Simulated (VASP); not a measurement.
The system is CsPbCl3.

```
Pb Cs Cl
1.0
     5.60500    0.00000    0.00000
     0.00000    5.60500    0.00000
     0.00000    0.00000    5.60500
Pb Cs Cl
1 1 3
Direct
  0.50000 0.50000 0.50000
  0.00000 0.00000 0.00000
  0.50000 0.00000 0.50000
  0.00000 0.50000 0.50000
  0.50000 0.50000 0.00000
```

Base run:

* Program: VASP 6.6.1
* Functional: PBEsol
* Potentials or basis: VASP PAW PBE potentials, release 64 (Pb_d, Cs_sv, Cl)
* Cutoff: 520 eV
* k mesh: 6 × 6 × 6
* Occupations: gaussian, width 0.02 eV
* Spin: no spin polarisation

Its results: band gap on the k mesh 1.81 eV, direct.

After a change of settings the same cell gave: band gap on the k mesh 1.94 eV, direct. Which change was it?
A. functional from PBEsol to PBE
B. functional from PBEsol to LDA; potentials or basis from VASP PAW PBE potentials, release 64 (Pb_d, Cs_sv, Cl) to VASP PAW LDA potentials, release 64 (Pb_d, Cs_sv, Cl)
C. functional from PBEsol to r2SCAN; further incar settings from ALGO = Fast; EDIFF = 1e-07; NBANDS = 30 to ALGO = Normal; EDIFF = 1e-07; NBANDS = 30

A.

Caveats: spin-orbit coupling is left out, which as a rule narrows the gap of such compounds by several tenths of an eV.

Not every run made on this cell is shown here.
